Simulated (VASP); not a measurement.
# GaAs (F-43m) in VASP: notebook

One crystal, GaAs, is run at these levels: PBE; tasks: relaxation of cell and atoms, single point.

Program: VASP 6.6.1. These are calculated values, not measurements. Logs are shortened: lines on timing, memory, paths and dates and some standing lists are left out, and cuts for length are marked.

**What was measured.**

“Evidence of valence band perturbations in GaAsN/GaAs(001): A combined variable-angle spectroscopic ellipsometry and modulated photoreflectance investigation”, 2008, arxiv:0805.2212 reports, for a bulk crystal of GaAs at 300 K: band gap 1.418 ± 0.005 eV (direct); band gap 1.412 ± 0.01 eV (direct).

The results are compared with them further down.

## Step 1: Starting point

The structure is cubic, space group F-43m (No. 216). Conventional cell: a = 5.654 Å, b = 5.654 Å, c = 5.654 Å, α = 90.00°, β = 90.00°, γ = 90.00°. Around As (site symmetry -43m) lie 4 Ga at 2.45 Å. Ga (site symmetry -43m) is surrounded by 4 As at 2.45 Å.

## Step 2: Relaxation of cell and atoms, PBE

Contents of INCAR:

```
PREC = Accurate
ENCUT = 580
EDIFF = 1E-7
ISMEAR = -1
SIGMA = 0.05
LREAL = F
LASPH = T
NELM = 100
ALGO = Normal
ISIF = 3
LWAVE = F
LCHARG = F
GGA = PE
IBRION = 2
NSW = 40
EDIFFG = -0.02
```

Contents of KPOINTS:

```
regular mesh
0
Gamma
  8 8 8
```

Contents of POSCAR:

```
GaAs
1.0
    0.0000000000      2.8268500000      2.8268500000
    2.8268500000      0.0000000000      2.8268500000
    2.8268500000      2.8268500000      0.0000000000
As Ga
1 1
Direct
    0.7500000000      0.7500000000      0.7500000000
    0.0000000000      0.0000000000      0.0000000000
```

Potentials or basis: VASP PAW PBE potentials, release 54 (As, Ga).

The run is started by

```bash
> cat potpaw_PBE.54/As/POTCAR potpaw_PBE.54/Ga/POTCAR > POTCAR
> mpirun -np 1 vasp_std > vasp.out
```

OUTCAR:

```text
PREC = Accurate
   ENCUT = 580
   EDIFF = 1E-7
   ISMEAR = -1
   LREAL = F
   LASPH = T
   NELM = 100
   ISIF = 3
   GGA = PE
   IBRION = 2
   NSW = 40
   EDIFFG = -0.02

 ion  position               nearest neighbor table
   1  0.750  0.750  0.750-   2 2.45   2 2.45   2 2.45   2 2.45
   2  0.000  0.000  0.000-   1 2.45   1 2.45   1 2.45   1 2.45

  LATTYP: Found a face centered cubic cell.
 ALAT       =     5.6537000000

  Lattice vectors:

 A1 = (   0.0000000000,   2.8268500000,   2.8268500000)
 A2 = (   2.8268500000,   0.0000000000,   2.8268500000)
 A3 = (   2.8268500000,   2.8268500000,   0.0000000000)

Analysis of symmetry for initial positions (statically):
=====================================================================
 Subroutine PRICEL returns:
 Original cell was already a primitive cell.

 Routine SETGRP: Setting up the symmetry group for a
 face centered cubic supercell.

 Subroutine GETGRP returns: Found 24 space group operations
 (whereof 24 operations were pure point group operations)
 out of a pool of 48 trial point group operations.

The static configuration has the point symmetry T_d .

Analysis of symmetry for dynamics (positions and initial velocities):
=====================================================================
 Subroutine PRICEL returns:
 Original cell was already a primitive cell.

 Routine SETGRP: Setting up the symmetry group for a
 face centered cubic supercell.

 Subroutine GETGRP returns: Found 24 space group operations
 (whereof 24 operations were pure point group operations)
 out of a pool of 48 trial point group operations.

The dynamic configuration has the point symmetry T_d .

 Subroutine INISYM returns: Found 24 space group operations
 (whereof 24 operations are pure point group operations),
 and found     1 'primitive' translations

----------------------------------------------------------------------------------------

                                     Primitive cell

  volume of cell :      45.1792

  direct lattice vectors                    reciprocal lattice vectors
     0.000000000  2.826850000  2.826850000    -0.176875321  0.176875321  0.176875321
     2.826850000  0.000000000  2.826850000     0.176875321 -0.176875321  0.176875321
     2.826850000  2.826850000  0.000000000     0.176875321  0.176875321 -0.176875321

  length of vectors
     3.997769609  3.997769609  3.997769609     0.306357042  0.306357042  0.306357042

  position of ions in fractional coordinates (direct lattice)
     0.750000000  0.750000000  0.750000000
     0.000000000  0.000000000  0.000000000

  ion indices of the primitive-cell ions
   primitive index   ion index
                 1           1
                 2           2

----------------------------------------------------------------------------------------

 KPOINTS: regular mesh

Automatic generation of k-mesh.
 Grid dimensions read from file:
 generate k-points for:    8    8    8

 Generating k-lattice:

  Cartesian coordinates                     Fractional coordinates (reciprocal lattice)
    -0.022109415  0.022109415  0.022109415     0.125000000  0.000000000  0.000000000
     0.022109415 -0.022109415  0.022109415     0.000000000  0.125000000  0.000000000
     0.022109415  0.022109415 -0.022109415     0.000000000  0.000000000  0.125000000

  Length of vectors
     0.038294630  0.038294630  0.038294630

  Shift w.r.t. Gamma in fractional coordinates (k-lattice)
     0.000000000  0.000000000  0.000000000

 Subroutine IBZKPT returns following result:
 ===========================================

 Found     29 irreducible k-points:

 Following reciprocal coordinates:
            Coordinates               Weight
  0.000000  0.000000  0.000000      1.000000
  0.125000  0.000000  0.000000      8.000000
  0.250000  0.000000  0.000000      8.000000
  0.375000  0.000000  0.000000      8.000000
  0.500000  0.000000  0.000000      4.000000
  0.125000  0.125000  0.000000      6.000000
[... 16 lines left out ...]
  0.500000  0.250000  0.125000     48.000000
 -0.375000  0.250000  0.125000     24.000000
 [... further k-points ...]
   k-points           NKPTS =     29   k-points in BZ     NKDIM =     29   number of bands    NBANDS=      8
   number of dos      NEDOS =    301   number of ions     NIONS =      2
   total plane-waves  NPLWV =  32768
   dimension x,y,z NGX =    32 NGY =   32 NGZ =   32
   dimension x,y,z NGXF=    64 NGYF=   64 NGZF=   64
   ions per type =               1   1
   NGX,Y,Z   is equivalent  to a cutoff of  13.31, 13.31, 13.31 a.u.
   NGXF,Y,Z  is equivalent  to a cutoff of  26.61, 26.61, 26.61 a.u.
 SYSTEM =  unknown system
   PREC   = accura    normal or accurate (medium, high low for compatibility)
   ISTART =      0    job   : 0-new  1-cont  2-samecut
   ICHARG =      2    charge: 1-file 2-atom 10-const
   ISPIN  =      1    spin polarized calculation?
   LNONCOLLINEAR =      F non collinear calculations
   LSORBIT =      F    spin-orbit coupling
   LASPH  =      T    aspherical Exc in radial PAW
   ENCUT  =  580.0 eV  42.63 Ry    6.53 a.u.   7.85  7.85  7.85*2*pi/ulx,y,z
   NELM   =    100;   NELMIN=  2; NELMDL= -5     # of ELM steps
   EDIFF  = 0.1E-06   stopping-criterion for ELM
   LREAL  =      F    real-space projection
   EDIFFG = -.2E-01   stopping-criterion for IOM
   NSW    =     40    number of steps for IOM
   IBRION =      2    ionic relax: 0-MD 1-quasi-New 2-CG
   NFREE  =      1    steps in history (QN), initial steepest desc. (CG)
   ISIF   =      3    stress and relaxation
   ISYM   =      2    0-nonsym 1-usesym 2-fastsym
   POTIM  = 0.5000    time-step for ionic-motion
   TEBEG  =    0.0;   TEEND  =   0.0 temperature during run
   PSTRESS=    0.0 pullay stress
   NELECT =       8.0000    total number of electrons
   NUPDOWN=      -1.0000    fix difference up-down
   EMIN   =  10.00;   EMAX   =-10.00  energy-range for DOS
   EFERMI =   0.00;   METHOD = LEGACY
   ISMEAR =    -1;   SIGMA  =   0.05  broadening in eV -4-tet -1-fermi 0-gaus
   EFERMI_NEDOS =   21; number of points for ismear=-14 and -15
   IALGO  =     38    algorithm
   IMIX   =      4    mixing-type and parameters
     AMIX     =   0.40;   BMIX     =  1.00
     AMIX_MAG =   1.60;   BMIX_MAG =  1.00
  volume/ion in A,a.u.               =      22.59       152.44
  Fermi-wavevector in a.u.,A,eV,Ry     =   0.919303  1.737231 11.498531  0.845118
  Thomas-Fermi vector in A             =   2.044482
   LORBIT       =      0    0 simple, 1 ext, 2 COOP (PROOUT), +10 PAW based schemes
   GGA     = PE    functional components
   LHFCALC =     F    Hartree Fock is set to
   AEXX    =    0.0000 exact exchange contribution
   IVDW    =     0    specifies the selected vdW correction
   LEPSILON=     F    determine dielectric tensor
   LRPA    =     F    only Hartree local field effects (RPA)
 conjugate gradient relaxation of ions
 non-spin polarized calculation
  energy-cutoff  :      580.00
  volume of cell :       45.18
 maximum number of plane-waves:      1459
   NGX = 15   NGY = 15   NGZ = 15

--------------------------------------- Ionic step        1  -------------------------------------------

 number of electron       8.0000001 magnetization

 Free energy of the ion-electron system (eV)
  ---------------------------------------------------
  ext. energy  EPLUGINS =         0.00000000
  ---------------------------------------------------
  free energy    TOTEN  =        -8.25242492 eV

  energy without entropy =       -8.25241034  energy(sigma->0) =       -8.25241763

------------------------ aborting loop because EDIFF is reached ----------------------------------------

  FORCE on cell =-STRESS in cart. coord.  units (eV):
  Direction    XX          YY          ZZ          XY          YZ          ZX
  --------------------------------------------------------------------------------------
  -------------------------------------------------------------------------------------
  Total        1.1367754      1.1367754      1.1367754     -0.0000000      0.0000000      0.0000000
  in kB       40.3131709     40.3131709     40.3131709     -0.0000000      0.0000000      0.0000000
  external PRESSURE =      40.3131709 kB  Pullay stress =       0.0000000 kB
[... 57 lines left out ...]
  energy  without entropy=       -8.2780739238  energy(sigma->0) =       -8.27834855

--------------------------------------- Ionic step        3  -------------------------------------------

 number of electron       8.0000000 magnetization

 Free energy of the ion-electron system (eV)
  ---------------------------------------------------
  ext. energy  EPLUGINS =         0.00000000
  ---------------------------------------------------
  free energy    TOTEN  =        -8.28379197 eV

  energy without entropy =       -8.28344413  energy(sigma->0) =       -8.28361805

 E-fermi :   2.4063     XC(G=0):  -8.9525

 val. band max:        2.2925599208   @ k =   0.0000   0.0000   0.0000
 cond. band min:       2.4463731164   @ k =   0.0000   0.0000   0.0000
 fundamental gap:      0.1538131955
 Fermi energy:         2.4062818184

 k-point     1 :       0.0000    0.0000    0.0000
  band No.  band energies     occupation
      1     -10.0173      2.00000
      2       2.2926      1.81348
      3       2.2926      1.81348
      4       2.2926      1.81348
      5       2.4464      0.61927
      6       6.0377      0.00000
      7       6.0377      0.00000
      8       6.0377      0.00000
[... 243 lines left out ...]
 k-point    24 :      -0.3750    0.2500    0.1250
  band No.  band energies     occupation
      1      -8.2246      2.00000
      2      -3.9071      2.00000
      3      -0.7167      2.00000
      4       0.5119      2.00000
      5       5.1735      0.00000
      6       6.4858      0.00000
      7       8.4701      0.00000
      8       9.7536      0.00000

 [... further k-points ...]
[... 5 lines left out ...]
  --------------------------------------------------------------------------------------
  -------------------------------------------------------------------------------------
  Total        0.0024656      0.0024656      0.0024656     -0.0000000      0.0000000      0.0000000
  in kB        0.0826028      0.0826028      0.0826028     -0.0000000      0.0000000      0.0000000
  external PRESSURE =       0.0826028 kB  Pullay stress =       0.0000000 kB
[... 17 lines left out ...]
  FREE ENERGIE OF THE ION-ELECTRON SYSTEM (eV)
  ---------------------------------------------------
  free  energy   TOTEN  =        -8.2837919678 eV

  energy  without entropy=       -8.2834441326  energy(sigma->0) =       -8.28361805

 reached required accuracy - stopping structural energy minimisation
```

It took 15 s on 1 thread of Intel Xeon 6975P-C (Granite Rapids), shared host; peak memory 0.18 GiB.

Results:

```yaml
Free_energy: -8.2838 eV
Relaxed_volume: 23.91 Å³/atom
Relaxed_cell: a = 4.074 Å, b = 4.074 Å, c = 4.074 Å, α = 60.00°, β = 60.00°, γ = 60.00°
Space_group_after_relaxing_to_0.05_Å: F-43m (No. 216)
Energy_gained_by_relaxing: 15.7 meV/atom
Ionic_steps: 3
Pressure_after_relaxing: 0.0 GPa
Band_gap_on_the_k_mesh: 0.15 eV, direct
```

The path:
```csv
step,energy change (eV),largest force (eV/Å),pressure (GPa),volume (Å³)
1,0.0000,0.0000,4.03,45.18
2,-0.0262,0.0000,-1.37,49.00
3,-0.0314,0.0000,0.01,47.82
```

Final structure:
```cif
data_structure
_symmetry_space_group_name_H-M 'P 1'
_symmetry_Int_Tables_number 1
_cell_length_a 4.0743
_cell_length_b 4.0743
_cell_length_c 4.0743
_cell_angle_alpha 60.000
_cell_angle_beta 60.000
_cell_angle_gamma 60.000
_cell_volume 47.82
loop_
_atom_site_label
_atom_site_type_symbol
_atom_site_fract_x
_atom_site_fract_y
_atom_site_fract_z
_atom_site_occupancy
As1 As 0.75000 0.75000 0.75000 1
Ga1 Ga 0.00000 0.00000 0.00000 1
```

A hybrid or GW would open this gap; PBE tends to underestimate it. Zero-point motion and thermal expansion aren't in these numbers.

## Step 3: Single point, PBE

Contents of INCAR:

```
SYSTEM = GaAs
PREC = Accurate
ENCUT = 520
EDIFF = 1E-7
ISMEAR = 0
SIGMA = 0.023
LREAL = .False.
LASPH = .True.
NELM = 60
ALGO = Fast
ISIF = 2
LWAVE = .False.
LCHARG = .False.
GGA = PE
NBANDS = 16
```

Contents of KPOINTS:

```
Automatic mesh
0
Gamma
  8 8 8
  0 0 0
```

POSCAR is that of step 2.

Potentials or basis: VASP PAW PBE potentials, release 64 (As, Ga_d).

The run is started by

```bash
> cat potpaw_PBE.64/As/POTCAR potpaw_PBE.64/Ga_d/POTCAR > POTCAR
> mpirun -np 1 vasp_std > vasp.out
```

Wall time 13 s (1 thread of Intel Xeon 6975P-C (Granite Rapids), shared host); peak memory 0.16 GiB.

Results (log left out):

```
Free energy            : -8.2471 eV
Pressure               : 3.5 GPa
Band gap on the k mesh : 0.52 eV, direct
```

Levels at points of the mesh, in eV from the valence-band top:
| k point | band 7 | band 8 | band 9 | band 10 | band 11 | band 12 |
| --- | --- | --- | --- | --- | --- | --- |
| (0.00, 0.00, 0.00) | 0.00 | 0.00 | 0.00 | 0.52 | 3.73 | 3.73 |
| (0.50, 0.00, 0.00) | -6.64 | -1.14 | -1.14 | 1.00 | 4.63 | 4.63 |
| (0.50, 0.50, 0.00) | -6.82 | -2.68 | -2.68 | 1.46 | 1.65 | 10.17 |

## Step 4: Single point, PBE

Contents of INCAR:

```
PREC = Accurate
ENCUT = 520
EDIFF = 1E-7
ISMEAR = 0
SIGMA = 0.017
LREAL = F
LASPH = T
NELM = 60
ALGO = Normal
ISIF = 2
LWAVE = F
LCHARG = F
GGA = PE
```

Contents of KPOINTS:

```
Automatic mesh
0
Gamma
  8 8 8
```

POSCAR is that of step 3.

The run is started by

```bash
> cat potpaw_PBE.64/As/POTCAR potpaw_PBE.64/Ga_d/POTCAR > POTCAR
> mpirun -np 1 vasp_std > vasp.out
```

Run time: 11 s. Hardware: 1 thread of AMD EPYC 9R45 (Zen 5), shared host; peak memory 0.14 GiB.

It converged, with:

```
Free energy            : -8.2471 eV
Pressure               : 3.5 GPa
Band gap on the k mesh : 0.52 eV, direct
```

Levels at points of the mesh, in eV from the valence-band top:
```tsv
k point	band 5	band 6	band 7	band 8	band 9	band 10	band 11	band 12	band 13
(0.00, 0.00, 0.00)	-14.73	-12.73	0.00	0.00	0.00	0.52	3.73	3.73	3.73
(0.50, 0.00, 0.00)	-14.73	-10.96	-6.64	-1.14	-1.14	1.00	4.63	4.63	7.75
(0.50, 0.50, 0.00)	-14.72	-10.22	-6.82	-2.68	-2.68	1.46	1.65	10.17	10.17
```

## Step 5: For comparison

An earlier run on the cell as given: functional PBEsol; potentials or basis VASP PAW PBE potentials, release 64 (As, Ga_d); cutoff 520 eV; k mesh 8 × 8 × 8; occupations fermi-dirac, width 0.05 eV; no spin polarisation.

- Pressure: 0.3 GPa
- Band gap on the k mesh: 0.46 eV, direct

## Step 6: The runs side by side

```csv
task,level,potentials or basis,cell,cutoff (eV),smearing,ladder,gap on the mesh (eV),pressure (GPa)
relaxation of cell and atoms,PBE,"VASP PAW PBE potentials, release 54 (As, Ga)",relaxed,580,fermi-dirac 0.05 eV,-,0.15,0.0
single point,PBE,"VASP PAW PBE potentials, release 64 (As, Ga_d)",as given,520,gaussian 0.023 eV,-,0.52,3.5
single point,PBE,"VASP PAW PBE potentials, release 64 (As, Ga_d)",as given,520,gaussian 0.017 eV,-,0.52,3.5
single point,PBEsol,"VASP PAW PBE potentials, release 64 (As, Ga_d)",as given,520,fermi-dirac 0.05 eV,free,0.46,0.3
```

Alike in all rows: no spin polarisation; k mesh 8 × 8 × 8.

Caveats: the PAW data sets were made with another functional, which shifts forces and pressure a little (some runs).

Absolute energies hang on the potentials; compare differences alone.

## Step 7: How close it comes

Step 3. Against the measured gap of GaAs, 1.418 eV (direct; 300 K; “Evidence of valence band perturbations in GaAsN/GaAs(001): A combined variable-angle spectroscopic ellipsometry and modulated photoreflectance investigation”, 2008, arxiv:0805.2212), the calculated 0.52 eV is off by -0.90 eV. 3 values of this kind are on record (1.412 to 1.51 eV); this one was drawn at random among those near their median, those with a stated uncertainty first. Spin-orbit coupling on As, Ga is left out. The value is that of PBE on a finite k mesh, which can miss the band edges, without temperature or zero-point motion. Semilocal functionals fall short of measured gaps as a rule.

Step 4. Against the measured gap of GaAs, 1.412 eV (direct; 300 K; “Evidence of valence band perturbations in GaAsN/GaAs(001): A combined variable-angle spectroscopic ellipsometry and modulated photoreflectance investigation”, 2008, arxiv:0805.2212), the calculated 0.52 eV is off by -0.89 eV. 3 values of this kind are on record (1.412 to 1.51 eV); this one was drawn at random among those near their median, those with a stated uncertainty first. Spin-orbit coupling on As, Ga is left out. The value is that of PBE on a finite k mesh, which can miss the band edges, without temperature or zero-point motion. Semilocal functionals fall short of measured gaps as a rule.
